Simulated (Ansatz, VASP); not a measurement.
Se in VASP and in Ansatz

File INCAR:

```
ALGO = Normal
EDIFF = 1E-7
ENCUT = 520
GGA = PE
ISIF = 2
ISMEAR = -1
LASPH = T
LCHARG = F
LREAL = F
LWAVE = F
NBANDS = 9
NELM = 60
PREC = Accurate
SIGMA = 0.008617333262145177
```

The input KPOINTS:

```
k-points
0
Gamma
  10 10 10
```

Contents of POSCAR:

```
Se
1.0
   -1.7034486149      1.7034486149      1.7034486149
    1.7034486149     -1.7034486149      1.7034486149
    1.7034486149      1.7034486149     -1.7034486149
Se
1
Direct
    0.0000000000      0.0000000000      0.0000000000
```

Input for Ansatz:

```yaml
crystal:
  lattice:
    - [-1.7034486149, 1.7034486149, 1.7034486149]
    - [1.7034486149, -1.7034486149, 1.7034486149]
    - [1.7034486149, 1.7034486149, -1.7034486149]
  atoms:
    - { symbol: Se, position: [0.0, 0.0, 0.0] }
basis:
  ecutwfc: 420
kpoints:
  mp_grid: { grid: [10, 10, 10] }
hamiltonian:
  xc: pbe
scf:
  occupations: { method: fermi_dirac, width: "100 K" }
  lower_state_search: standard
output:
  forces: true
  stress: true
  eigenvalues: true
```

Alike in both runs: task single point; functional PBE; k mesh 10 × 10 × 10; no spin polarisation.

|  | VASP | Ansatz |
| --- | --- | --- |
| version | VASP 6.6.1 | Ansatz 0.2.0 |
| potentials or method | VASP PAW PBE potentials, release 64 (Se) | scalar-relativistic, plane waves, PAW |
| plane-wave cutoff (eV) | 520 | 420 |
| occupations | fermi-dirac, width 0.00861733 eV | fermi-dirac |
| valence electrons in the cell | 6 | 16 |

Ansatz gave:

* gap on the k mesh at the Fermi level (eV): none
* pressure (GPa): 1.8

Q: What did VASP give for the same quantities?

A: gap on the k mesh at the Fermi level (eV): none; pressure (GPa): 1.9.

A gap of «none» marks a metal or a gap that the smearing closes. The two sets of potentials don't hold the same shells in valence.
